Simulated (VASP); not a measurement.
# Si in VASP: work function with PBE

Aim: the work function of Si with PBE.

Program: VASP 6.6.1. These are calculated values, not measurements. Logs are shortened: lines on timing, memory, paths and dates and some standing lists are left out, and cuts for length are marked.

### Step 1. The slab as given

The cell holds a slab with vacuum, 8 atoms: a = 7.734 Å, b = 3.867 Å, c = 18.701 Å, α = 90.00°, β = 90.00°, γ = 90.00°.

The cell was built by a generator and needn't be a form met in nature.

### Step 2. Work function, PBE

Contents of INCAR:

```
  PREC = Accurate
  ENCUT = 520
  EDIFF = 1E-7
  ISMEAR = 0
  SIGMA = 0.03
  LREAL = F
  LASPH = T
  NELM = 100
  ALGO = Fast
  ISIF = 2
  LWAVE = F
  LCHARG = T
  LDIPOL = T
  IDIPOL = 3
  DIPOL = 0.5 0.5 0.500
  GGA = PE
  LVHAR = T
  LVACPOTAV = T
  KPAR = 2
```

Contents of KPOINTS:

```
Automatic mesh
0
Gamma
  4 7 1
```

Contents of POSCAR:

```
Si                                      
1.0
    7.7337965900      0.0000000000      0.0000000000
    0.0000000000      3.8668983000      0.0000000000
    0.0000000000      0.0000000000     18.7014650000
  Si            
     8
Direct
     0.8616619917087972    0.0000000086089811    0.4133361575377144
     0.5655049867846532    0.9999999971732932    0.3984987039277904
     0.5437521107685287    0.4999999971379211    0.4736527451380582
     0.0006259244057392    0.5000000080540326    0.4482469646287041
     0.2552196021230239    0.4999999973894614    0.5228906672192852
     0.7964116022739657    0.4999999959814744    0.5497477527922577
     0.8538483830359213    0.9999999964902161    0.6229555519732465
     0.1229753988993713    0.9999999991646196    0.5706714567829436
```

Potentials or basis: VASP PAW PBE potentials, release 64 (Si).

The run is started by

```
$ cat potpaw_PBE.64/Si/POTCAR > POTCAR
$ mpirun -np 2 vasp_std > vasp.out
```

OUTCAR:

```text
PREC = Accurate
   ENCUT = 520
   EDIFF = 1E-7
   ISMEAR = 0
   LREAL = F
   LASPH = T
   NELM = 100
   ISIF = 2
   GGA = PE

 ion  position               nearest neighbor table
   1  0.862  0.000  0.413-   4 2.31   4 2.31   2 2.31
   2  0.566  1.000  0.398-   1 2.31   3 2.40   3 2.40
   3  0.544  0.500  0.474-   2 2.40   2 2.40   5 2.41   6 2.42
   4  0.001  0.500  0.448-   1 2.31   1 2.31   5 2.41   6 2.47   8 3.14   8 3.14
   5  0.255  0.500  0.523-   8 2.36   8 2.36   4 2.41   3 2.41
   6  0.796  0.500  0.550-   7 2.41   7 2.41   3 2.42   4 2.47
   7  0.854  1.000  0.623-   8 2.30   6 2.41   6 2.41
   8  0.123  1.000  0.571-   7 2.30   5 2.36   5 2.36   4 3.14   4 3.14

  LATTYP: Found a simple orthorhombic cell.
 ALAT       =     3.8668983000
 B/A-ratio  =     1.9999999974
 C/A-ratio  =     4.8362960567

  Lattice vectors:

 A1 = (   0.0000000000,  -3.8668983000,   0.0000000000)
 A2 = (   7.7337965900,   0.0000000000,   0.0000000000)
 A3 = (   0.0000000000,   0.0000000000,  18.7014650000)

Analysis of symmetry for initial positions (statically):
=====================================================================
 Subroutine PRICEL returns:
 Original cell was already a primitive cell.

 Routine SETGRP: Setting up the symmetry group for a
 simple orthorhombic supercell.

 Subroutine GETGRP returns: Found  2 space group operations
 (whereof  2 operations were pure point group operations)
 out of a pool of  8 trial point group operations.

The static configuration has the point symmetry C_1h.

Analysis of symmetry for dynamics (positions and initial velocities):
=====================================================================
 Subroutine PRICEL returns:
 Original cell was already a primitive cell.

 Routine SETGRP: Setting up the symmetry group for a
 simple orthorhombic supercell.

 Subroutine GETGRP returns: Found  2 space group operations
 (whereof  2 operations were pure point group operations)
 out of a pool of  8 trial point group operations.

The dynamic configuration has the point symmetry C_1h.

 Subroutine INISYM returns: Found  2 space group operations
 (whereof  2 operations are pure point group operations),
 and found     1 'primitive' translations

----------------------------------------------------------------------------------------

                                     Primitive cell

  volume of cell :     559.2824

  direct lattice vectors                    reciprocal lattice vectors
     7.733796590  0.000000000  0.000000000     0.129302599  0.000000000  0.000000000
     0.000000000  3.866898300  0.000000000     0.000000000  0.258605198  0.000000000
     0.000000000  0.000000000 18.701465000     0.000000000  0.000000000  0.053471747

  length of vectors
     7.733796590  3.866898300 18.701465000     0.129302599  0.258605198  0.053471747

  position of ions in fractional coordinates (direct lattice)
     0.861661992  0.000000009  0.413336158
     0.565504987  0.999999997  0.398498704
     0.543752111  0.499999997  0.473652745
     0.000625924  0.500000008  0.448246965
     0.255219602  0.499999997  0.522890667
     0.796411602  0.499999996  0.549747753
     0.853848383  0.999999996  0.622955552
     0.122975399  0.999999999  0.570671457

  ion indices of the primitive-cell ions
   primitive index   ion index
                 1           1
                 2           2
                 3           3
                 4           4
                 5           5
                 6           6
                 7           7
                 8           8

----------------------------------------------------------------------------------------

 KPOINTS: Automatic mesh

Automatic generation of k-mesh.
 Grid dimensions read from file:
 generate k-points for:    4    7    1

 Generating k-lattice:

  Cartesian coordinates                     Fractional coordinates (reciprocal lattice)
     0.032325650  0.000000000  0.000000000     0.250000000  0.000000000  0.000000000
     0.000000000  0.036943600  0.000000000     0.000000000  0.142857143  0.000000000
     0.000000000  0.000000000  0.053471747     0.000000000  0.000000000  1.000000000

  Length of vectors
     0.032325650  0.036943600  0.053471747

  Shift w.r.t. Gamma in fractional coordinates (k-lattice)
     0.000000000  0.000000000  0.000000000

 Subroutine IBZKPT returns following result:
 ===========================================

 Found     12 irreducible k-points:

 Following reciprocal coordinates:
            Coordinates               Weight
  0.000000  0.000000  0.000000      1.000000
  0.250000  0.000000  0.000000      2.000000
  0.500000  0.000000  0.000000      1.000000
  0.000000  0.142857  0.000000      2.000000
  0.250000  0.142857  0.000000      4.000000
  0.500000  0.142857  0.000000      2.000000
  0.000000  0.285714  0.000000      2.000000
  0.250000  0.285714  0.000000      4.000000
  0.500000  0.285714  0.000000      2.000000
  0.000000  0.428571  0.000000      2.000000
  0.250000  0.428571  0.000000      4.000000
  0.500000  0.428571  0.000000      2.000000
   k-points           NKPTS =     12   k-points in BZ     NKDIM =     12   number of bands    NBANDS=     21
   number of dos      NEDOS =    301   number of ions     NIONS =      8
   total plane-waves  NPLWV = 252000
   dimension x,y,z NGX =    60 NGY =   30 NGZ =  140
   dimension x,y,z NGXF=   120 NGYF=   60 NGZF=  280
   ions per type =               8
   NGX,Y,Z   is equivalent  to a cutoff of  12.90, 12.90, 12.45 a.u.
   NGXF,Y,Z  is equivalent  to a cutoff of  25.80, 25.80, 24.89 a.u.
 SYSTEM =  unknown system
   PREC   = accura    normal or accurate (medium, high low for compatibility)
   ISTART =      0    job   : 0-new  1-cont  2-samecut
   ICHARG =      2    charge: 1-file 2-atom 10-const
   ISPIN  =      1    spin polarized calculation?
   LNONCOLLINEAR =      F non collinear calculations
   LSORBIT =      F    spin-orbit coupling
   LASPH  =      T    aspherical Exc in radial PAW
   ENCUT  =  520.0 eV  38.22 Ry    6.18 a.u.  14.38  7.19 34.77*2*pi/ulx,y,z
   NELM   =    100;   NELMIN=  2; NELMDL= -5     # of ELM steps
   EDIFF  = 0.1E-06   stopping-criterion for ELM
   LREAL  =      F    real-space projection
   EDIFFG = 0.1E-05   stopping-criterion for IOM
   NSW    =      0    number of steps for IOM
   IBRION =     -1    ionic relax: 0-MD 1-quasi-New 2-CG
   NFREE  =      0    steps in history (QN), initial steepest desc. (CG)
   ISIF   =      2    stress and relaxation
   ISYM   =      2    0-nonsym 1-usesym 2-fastsym
   POTIM  = 0.5000    time-step for ionic-motion
   TEBEG  =    0.0;   TEEND  =   0.0 temperature during run
   PSTRESS=    0.0 pullay stress
   NELECT =      32.0000    total number of electrons
   NUPDOWN=      -1.0000    fix difference up-down
   EMIN   =  10.00;   EMAX   =-10.00  energy-range for DOS
   EFERMI =   0.00;   METHOD = LEGACY
   ISMEAR =     0;   SIGMA  =   0.03  broadening in eV -4-tet -1-fermi 0-gaus
   EFERMI_NEDOS =   21; number of points for ismear=-14 and -15
   IALGO  =     68    algorithm
   IMIX   =      4    mixing-type and parameters
     AMIX     =   0.40;   BMIX     =  1.00
     AMIX_MAG =   1.60;   BMIX_MAG =  1.00
  volume/ion in A,a.u.               =      69.91       471.78
  Fermi-wavevector in a.u.,A,eV,Ry     =   0.630833  1.192102  5.414443  0.397950
  Thomas-Fermi vector in A             =   1.693601
   LORBIT       =      0    0 simple, 1 ext, 2 COOP (PROOUT), +10 PAW based schemes
   GGA     = PE    functional components
   LHFCALC =     F    Hartree Fock is set to
   AEXX    =    0.0000 exact exchange contribution
   IVDW    =     0    specifies the selected vdW correction
   LEPSILON=     F    determine dielectric tensor
   LRPA    =     F    only Hartree local field effects (RPA)
 non-spin polarized calculation
 RMM-DIIS sequential band-by-band and
 Gauss-broadening in eV      SIGMA  =   0.03
  energy-cutoff  :      520.00
  volume of cell :      559.28
 maximum number of plane-waves:     15104
 NGX is ok and might be reduce to    60
   NGX = 29   NGY = 15   NGZ = 69

 dipolmoment           0.000000      0.000000     -0.000003 electrons x Angstroem

 number of electron      31.9999998 magnetization

 dipolmoment           0.000000      0.000000      0.022373 electrons x Angstroem

 Free energy of the ion-electron system (eV)
  ---------------------------------------------------
  ext. energy  EPLUGINS =         0.00000000
  ---------------------------------------------------
  free energy    TOTEN  =       -38.89727930 eV

  energy without entropy =      -38.89727930  energy(sigma->0) =      -38.89727930

 E-fermi :  -1.6860     XC(G=0):  -3.5290

 val. band max:       -1.7976466124   @ k =   0.5000   0.1429   0.0000
 cond. band min:      -1.5770681658   @ k =   0.5000   0.0000   0.0000
 fundamental gap:      0.2205784466
 Fermi energy:        -1.6859962275

 k-point     1 :       0.0000    0.0000    0.0000
  band No.  band energies     occupation
      1     -13.5455      2.00000
      2     -11.7535      2.00000
      3     -10.9299      2.00000
      4     -10.7998      2.00000
      5      -8.3009      2.00000
      6      -6.6531      2.00000
[... 13 lines left out ...]
     20       0.2962      0.00000
     21       0.8153      0.00000

 k-point     2 :       0.2500    0.0000    0.0000
  band No.  band energies     occupation
      1     -13.4715      2.00000
      2     -12.0890      2.00000
      3     -11.0366      2.00000
      4     -10.2988      2.00000
      5      -8.2454      2.00000
      6      -6.9332      2.00000
[... 13 lines left out ...]
     20       0.4422      0.00000
     21       0.7398      0.00000
[... 199 lines left out ...]
      5      -8.7456      2.00000
      6      -8.3106      2.00000
[... 13 lines left out ...]
     20       0.5037      0.00000
     21       0.9638      0.00000

 k-point    12 :       0.5000    0.4286    0.0000
  band No.  band energies     occupation
      1     -11.7814      2.00000
      2     -10.9574      2.00000
      3     -10.4889      2.00000
      4     -10.1331      2.00000
      5      -8.5229      2.00000
      6      -8.2415      2.00000
[... 13 lines left out ...]
     20       0.3248      0.00000
     21       1.1758      0.00000

------------------------ aborting loop because EDIFF is reached ----------------------------------------

  FORCE on cell =-STRESS in cart. coord.  units (eV):
  Direction    XX          YY          ZZ          XY          YZ          ZX
  --------------------------------------------------------------------------------------
  -------------------------------------------------------------------------------------
  Total       -3.7049400      0.2897880     -0.0387824      0.0000000      0.0000000     -0.0023562
  in kB      -10.6135491      0.8301563     -0.1111001      0.0000000      0.0000000     -0.0067499
  external PRESSURE =      -3.2981643 kB  Pullay stress =       0.0000000 kB

 VOLUME and BASIS-vectors are now :
 -----------------------------------------------------------------------------
  energy-cutoff  :      520.00
  volume of cell :      559.28
      direct lattice vectors                 reciprocal lattice vectors
     7.733796590  0.000000000  0.000000000     0.129302599  0.000000000  0.000000000
     0.000000000  3.866898300  0.000000000     0.000000000  0.258605198  0.000000000
     0.000000000  0.000000000 18.701465000     0.000000000  0.000000000  0.053471747

 POSITION                                       TOTAL-FORCE (eV/Angst)
 -----------------------------------------------------------------------------------
      6.66392      0.00000      7.72999         0.004165      0.000000      0.005354
      4.37350      3.86690      7.45251         0.002237      0.000000      0.000703
      4.20527      1.93345      8.85800         0.001407      0.000000      0.000368
      0.00484      1.93345      8.38287        -0.008335      0.000000      0.004652
      1.97382      1.93345      9.77882         0.002326      0.000000     -0.004734
      6.15929      1.93345     10.28109        -0.003920      0.000000     -0.002885
      6.60349      3.86690     11.65018         0.000989      0.000000      0.001149
      0.95107      3.86690     10.67239         0.001131      0.000000     -0.004607
 -----------------------------------------------------------------------------------
    total drift:                               -0.000054      0.000001      0.000139

  FREE ENERGIE OF THE ION-ELECTRON SYSTEM (eV)
  ---------------------------------------------------
  free  energy   TOTEN  =       -38.8972792987 eV

  energy  without entropy=      -38.8972792964  energy(sigma->0) =      -38.89727930

 vacuum level on the upper side and lower side of the slab         3.169         3.034
```

Run time: 1.9 min. Hardware: 2 MPI ranks of Intel Xeon Platinum 8488C (Sapphire Rapids), shared host; peak memory 0.58 GiB.

What came out:

* Free energy: -38.8973 eV
* Largest force: 0.010 eV/Å
* Band gap on the k mesh: 0.22 eV, indirect (least direct gap 0.46 eV)
* Ionisation potential of the upper face: 4.97 eV

Forces on the atoms (eV/Å):
```
Si   0.004  0.000  0.005
Si   0.002  0.000  0.001
Si   0.001  0.000  0.000
Si  -0.008  0.000  0.005
Si   0.002  0.000 -0.005
Si  -0.004  0.000 -0.003
Si   0.001  0.000  0.001
Si   0.001  0.000 -0.005
```
